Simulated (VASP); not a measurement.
# GaP (F-43m) in VASP: further runs

Runs on GaP. Level: LDA. Tasks: single point.

Program: VASP 6.6.1. These are calculated values, not measurements. Logs are shortened: lines on timing, memory, paths and dates and some standing lists are left out, and cuts for length are marked.

## 1. The undisturbed crystal

It takes space group F-43m (No. 216, cubic). The conventional cell has a = 5.451 Å, b = 5.451 Å, c = 5.451 Å, α = 90.00°, β = 90.00°, γ = 90.00°. Around Ga (site symmetry -43m) lie 4 P at 2.36 Å. Around P (site symmetry -43m) lie 4 Ga at 2.36 Å.

## 2. Single point, LDA (grid = ENCUT=460 dk=0.45 cell=3x3x2 ISMEAR=0 SIGMA=0.05 LREAL=Auto EDIFF=1e-06)

The input, INCAR:

```
ALGO = Fast
EDIFF = 1E-6
ENCUT = 460
GGA = CA
ISIF = 2
ISMEAR = 0
KPAR = 2
LASPH = True
LCHARG = False
LREAL = Auto
LWAVE = False
NBANDS = 174
NCORE = 1
NELM = 120
PREC = Accurate
SIGMA = 0.05
```

The input, KPOINTS:

```
k-points
0
Gamma
  2 2 3
```

The input, POSCAR:

```
GaP
1.0
    0.0000000000      8.1757500000      8.1757500000
    8.1757500000      0.0000000000      8.1757500000
    5.4505000000      5.4505000000      0.0000000000
P Ga
18 18
Direct
    0.0000000000      0.0000000000      0.0000000000
    0.2500000000      0.2500000000      0.3750000000
    0.2500000000      0.2500000000      0.8750000000
    0.2500000000      0.5833333333      0.3750000000
    0.2500000000      0.5833333333      0.8750000000
    0.2500000000      0.9166666667      0.3750000000
    0.2500000000      0.9166666667      0.8750000000
    0.5833333333      0.2500000000      0.3750000000
    0.5833333333      0.2500000000      0.8750000000
    0.5833333333      0.5833333333      0.3750000000
    0.5833333333      0.5833333333      0.8750000000
    0.5833333333      0.9166666667      0.3750000000
    0.5833333333      0.9166666667      0.8750000000
    0.9166666667      0.2500000000      0.3750000000
    0.9166666667      0.2500000000      0.8750000000
    0.9166666667      0.5833333333      0.3750000000
    0.9166666667      0.5833333333      0.8750000000
    0.9166666667      0.9166666667      0.8750000000
    0.0000000000      0.0000000000      0.5000000000
    0.0000000000      0.3333333333      0.0000000000
    0.0000000000      0.3333333333      0.5000000000
    0.0000000000      0.6666666667      0.0000000000
    0.0000000000      0.6666666667      0.5000000000
    0.3333333333      0.0000000000      0.0000000000
    0.3333333333      0.0000000000      0.5000000000
    0.3333333333      0.3333333333      0.0000000000
    0.3333333333      0.3333333333      0.5000000000
    0.3333333333      0.6666666667      0.0000000000
    0.3333333333      0.6666666667      0.5000000000
    0.6666666667      0.0000000000      0.0000000000
    0.6666666667      0.0000000000      0.5000000000
    0.6666666667      0.3333333333      0.0000000000
    0.6666666667      0.3333333333      0.5000000000
    0.6666666667      0.6666666667      0.0000000000
    0.6666666667      0.6666666667      0.5000000000
    0.9166666667      0.9166666667      0.3750000000
```

Potentials or basis: VASP PAW LDA potentials, release 64 (P, Ga_d).

On the command line:

```console
$ cat potpaw_LDA.64/P/POTCAR potpaw_LDA.64/Ga_d/POTCAR > POTCAR
$ mpirun -np 4 vasp_std > vasp.out
```

OUTCAR:

```text
EDIFF = 1E-6
   ENCUT = 460
   GGA = CA
   ISIF = 2
   ISMEAR = 0
   LASPH = True
   LREAL = Auto
   NELM = 120
   PREC = Accurate

 Found      6 irreducible k-points:

 Following reciprocal coordinates:
            Coordinates               Weight
  0.000000  0.000000  0.000000      1.000000
  0.500000  0.000000  0.000000      2.000000
  0.500000  0.500000  0.000000      1.000000
  0.000000  0.000000  0.333333      2.000000
  0.500000  0.000000  0.333333      4.000000
  0.500000  0.500000  0.333333      2.000000
   k-points           NKPTS =      6   k-points in BZ     NKDIM =      6   number of bands    NBANDS=    174
   number of dos      NEDOS =    301   number of ions     NIONS =     36
   total plane-waves  NPLWV = 381024
   dimension x,y,z NGX =    84 NGY =   84 NGZ =   54
   dimension x,y,z NGXF=   168 NGYF=  168 NGZF=  108
   ions per type =              18  18
   NGX,Y,Z   is equivalent  to a cutoff of  12.08, 12.08, 11.65 a.u.
   NGXF,Y,Z  is equivalent  to a cutoff of  24.16, 24.16, 23.29 a.u.
 SYSTEM =  unknown system
   PREC   = accura    normal or accurate (medium, high low for compatibility)
   ISTART =      0    job   : 0-new  1-cont  2-samecut
   ICHARG =      2    charge: 1-file 2-atom 10-const
   ISPIN  =      1    spin polarized calculation?
   LNONCOLLINEAR =      F non collinear calculations
   LSORBIT =      F    spin-orbit coupling
   LASPH  =      T    aspherical Exc in radial PAW
   ENCUT  =  460.0 eV  33.81 Ry    5.81 a.u.  20.22 20.22 13.48*2*pi/ulx,y,z
   NELM   =    120;   NELMIN=  2; NELMDL= -5     # of ELM steps
   EDIFF  = 0.1E-05   stopping-criterion for ELM
   LREAL  =      T    real-space projection
   EDIFFG = 0.1E-04   stopping-criterion for IOM
   NSW    =      0    number of steps for IOM
   IBRION =     -1    ionic relax: 0-MD 1-quasi-New 2-CG
   NFREE  =      0    steps in history (QN), initial steepest desc. (CG)
   ISIF   =      2    stress and relaxation
   ISYM   =      2    0-nonsym 1-usesym 2-fastsym
   POTIM  = 0.5000    time-step for ionic-motion
   TEBEG  =    0.0;   TEEND  =   0.0 temperature during run
   PSTRESS=    0.0 pullay stress
   NELECT =     324.0000    total number of electrons
   NUPDOWN=      -1.0000    fix difference up-down
   EMIN   =  10.00;   EMAX   =-10.00  energy-range for DOS
   EFERMI =   0.00;   METHOD = LEGACY
   ISMEAR =     0;   SIGMA  =   0.05  broadening in eV -4-tet -1-fermi 0-gaus
   EFERMI_NEDOS =   21; number of points for ismear=-14 and -15
   IALGO  =     68    algorithm
   IMIX   =      4    mixing-type and parameters
     AMIX     =   0.40;   BMIX     =  1.00
     AMIX_MAG =   1.60;   BMIX_MAG =  1.00
  volume/ion in A,a.u.               =      20.24       136.59
  Fermi-wavevector in a.u.,A,eV,Ry     =   1.249538  2.361284 21.243377  1.561344
  Thomas-Fermi vector in A             =   2.383574
   LORBIT       =      0    0 simple, 1 ext, 2 COOP (PROOUT), +10 PAW based schemes
   GGA     = CA    functional components
   LHFCALC =     F    Hartree Fock is set to
   AEXX    =    0.0000 exact exchange contribution
   IVDW    =     0    specifies the selected vdW correction
   LEPSILON=     F    determine dielectric tensor
   LRPA    =     F    only Hartree local field effects (RPA)
 non-spin polarized calculation
 RMM-DIIS sequential band-by-band and
 Gauss-broadening in eV      SIGMA  =   0.05
  energy-cutoff  :      460.00
  volume of cell :      728.65
 maximum number of plane-waves:     16366
 NGX is ok and might be reduce to    84
   NGX = 41   NGY = 41   NGZ = 27

 number of electron     324.0000063 magnetization

 Free energy of the ion-electron system (eV)
  ---------------------------------------------------
  ext. energy  EPLUGINS =         0.00000000
  ---------------------------------------------------
  free energy    TOTEN  =      -184.76109933 eV

  energy without entropy =     -184.75569338  energy(sigma->0) =     -184.75839635

 E-fermi :   5.0867     XC(G=0): -10.1681

 val. band max:        4.9501104694   @ k =   0.5000   0.0000   0.0000
 cond. band min:       5.0892372691   @ k =   0.0000   0.0000   0.3333
 fundamental gap:      0.1391267996
 Fermi energy:         5.0867195540

 k-point     1 :       0.0000    0.0000    0.0000
  band No.  band energies     occupation
      1     -10.4105      2.00000
      2     -10.3923      2.00000
      3     -10.3908      2.00000
      4     -10.3805      2.00000
      5     -10.3786      2.00000
      6     -10.3735      2.00000
[... 166 lines left out ...]
    173       6.6538      0.00000
    174       6.7244      0.00000

 k-point     2 :       0.5000    0.0000    0.0000
  band No.  band energies     occupation
      1     -10.4053      2.00000
      2     -10.4006      2.00000
      3     -10.3898      2.00000
      4     -10.3844      2.00000
      5     -10.3788      2.00000
      6     -10.3715      2.00000
[... 166 lines left out ...]
    173       7.2034      0.00000
    174       7.3296      0.00000

 k-point     3 :       0.5000    0.5000    0.0000
  band No.  band energies     occupation
      1     -10.4087      2.00000
      2     -10.3955      2.00000
      3     -10.3927      2.00000
      4     -10.3836      2.00000
      5     -10.3801      2.00000
      6     -10.3680      2.00000
[... 166 lines left out ...]
    173       7.1225      0.00000
    174       7.3498      0.00000

 k-point     4 :       0.0000    0.0000    0.3333
  band No.  band energies     occupation
      1     -10.4087      2.00000
      2     -10.3919      2.00000
      3     -10.3896      2.00000
      4     -10.3784      2.00000
      5     -10.3784      2.00000
      6     -10.3720      2.00000
[... 166 lines left out ...]
    173       7.1323      0.00000
    174       7.2262      0.00000

 k-point     5 :       0.5000    0.0000    0.3333
  band No.  band energies     occupation
      1     -10.4031      2.00000
      2     -10.3998      2.00000
      3     -10.3879      2.00000
      4     -10.3832      2.00000
      5     -10.3773      2.00000
      6     -10.3713      2.00000
[... 166 lines left out ...]
    173       7.6926      0.00000
    174       7.8690      0.00000

 k-point     6 :       0.5000    0.5000    0.3333
  band No.  band energies     occupation
      1     -10.4072      2.00000
      2     -10.3931      2.00000
      3     -10.3905      2.00000
      4     -10.3823      2.00000
      5     -10.3783      2.00000
      6     -10.3681      2.00000
[... 166 lines left out ...]
    173       7.6724      0.00000
    174       7.9764      0.00000

------------------------ aborting loop because EDIFF is reached ----------------------------------------

  FORCE on cell =-STRESS in cart. coord.  units (eV):
  Direction    XX          YY          ZZ          XY          YZ          ZX
  --------------------------------------------------------------------------------------
  -------------------------------------------------------------------------------------
  Total      -10.7819313    -10.7819313    -11.0417583     -0.3381008      0.3464120      0.3464120
  in kB      -23.7074911    -23.7074911    -24.2788031     -0.7434217      0.7616966      0.7616965
  external PRESSURE =     -23.8979285 kB  Pullay stress =       0.0000000 kB

 VOLUME and BASIS-vectors are now :
 -----------------------------------------------------------------------------
  energy-cutoff  :      460.00
  volume of cell :      728.65
      direct lattice vectors                 reciprocal lattice vectors
     0.000000000  8.175750000  8.175750000    -0.061156469  0.061156469  0.061156469
     8.175750000  0.000000000  8.175750000     0.061156469 -0.061156469  0.061156469
     5.450500000  5.450500000  0.000000000     0.091734703  0.091734703 -0.091734703

 POSITION                                       TOTAL-FORCE (eV/Angst)
 -----------------------------------------------------------------------------------
      0.00000      0.00000      0.00000        -0.014589     -0.014589      0.060352
      4.08788      4.08788      4.08788         0.056068      0.056068     -0.059994
      6.81313      6.81313      4.08788        -0.063386     -0.063386     -0.014182
      6.81312      4.08788      6.81312        -0.108866      0.137553     -0.150401
      9.53837      6.81313      6.81312         0.015732     -0.044100      0.051390
      9.53838      4.08788      9.53838         0.176037      0.139190      0.066036
[... 28 lines left out ...]
      8.17575      8.17575     10.90100        -0.061461     -0.061461      0.099791
      9.53838      9.53838     14.98888        -0.141954     -0.141954      0.043602
 -----------------------------------------------------------------------------------
    total drift:                                0.042395      0.042395     -0.071052

  FREE ENERGIE OF THE ION-ELECTRON SYSTEM (eV)
  ---------------------------------------------------
  free  energy   TOTEN  =      -184.7610993258 eV

  energy  without entropy=     -184.7556933809  energy(sigma->0) =     -184.75839635
```

OSZICAR:

```text
N       E                     dE             d eps       ncg     rms          rms(c)
DAV:   1     0.437130052763E+04    0.43713E+04   -0.12346E+05  2104   0.258E+03
DAV:   2     0.918053368150E+03   -0.34532E+04   -0.34051E+04  2104   0.775E+02
DAV:   3    -0.671997302079E+02   -0.98525E+03   -0.95376E+03  2520   0.256E+02
DAV:   4    -0.181714053710E+03   -0.11451E+03   -0.11298E+03  2416   0.817E+01
[... 23 lines left out ...]
RMM:  28    -0.184761103226E+03    0.11131E-05   -0.30137E-05  1405   0.302E-03    0.201E-02
RMM:  29    -0.184761099943E+03    0.32831E-05   -0.23070E-05  1728   0.476E-03    0.142E-02
RMM:  30    -0.184761097567E+03    0.23761E-05   -0.23071E-05  1941   0.572E-03    0.813E-03
RMM:  31    -0.184761098537E+03   -0.97023E-06   -0.11418E-05  1363   0.293E-03    0.783E-03
RMM:  32    -0.184761099326E+03   -0.78885E-06   -0.84821E-06  1034   0.207E-03
   1 F= -.18476110E+03 E0= -.18475840E+03  d E =-.540594E-02
```

Wall time 9.3 min (4 MPI ranks of Intel Xeon Platinum 8559C (Emerald Rapids), shared host); peak memory 0.54 GiB.

The run converged, but some of its settings lie outside the range that counts as converged, so its numbers aren't taken as properties of the crystal.

Results:

| Item | Value |
| --- | --- |
| Free energy | -184.7611 eV |
| Pressure | -2.4 GPa |
| Largest force | 0.851 eV/Å |
| Band gap on the k mesh | none (metal or under the smearing width) |

## 3. Single point, LDA (grid = ENCUT=650 dk=0.45 cell=3x3x2 ISMEAR=0 SIGMA=0.05 LREAL=Auto EDIFF=1e-06)

Edit INCAR of step 2 so:

```diff
@@ -2,3 +2,3 @@
 EDIFF = 1E-6
-ENCUT = 460
+ENCUT = 650
 GGA = CA
```

KPOINTS is that of step 2.

POSCAR is that of step 2.

Potentials or basis: VASP PAW LDA potentials, release 64 (P, Ga_d).

On the command line:

```console
$ cat potpaw_LDA.64/P/POTCAR potpaw_LDA.64/Ga_d/POTCAR > POTCAR
$ mpirun -np 4 vasp_std > vasp.out
```

Wall time 16 min (4 MPI ranks of Intel Xeon Platinum 8559C (Emerald Rapids), shared host); peak memory 0.77 GiB.

The run converged, but some of its settings lie outside the range that counts as converged, so its numbers aren't taken as properties of the crystal.

Results:

```yaml
Free_energy: -184.7576 eV
Pressure: -2.3 GPa
Largest_force: 0.851 eV/Å
Band_gap_on_the_k_mesh: none (metal or under the smearing width)
```
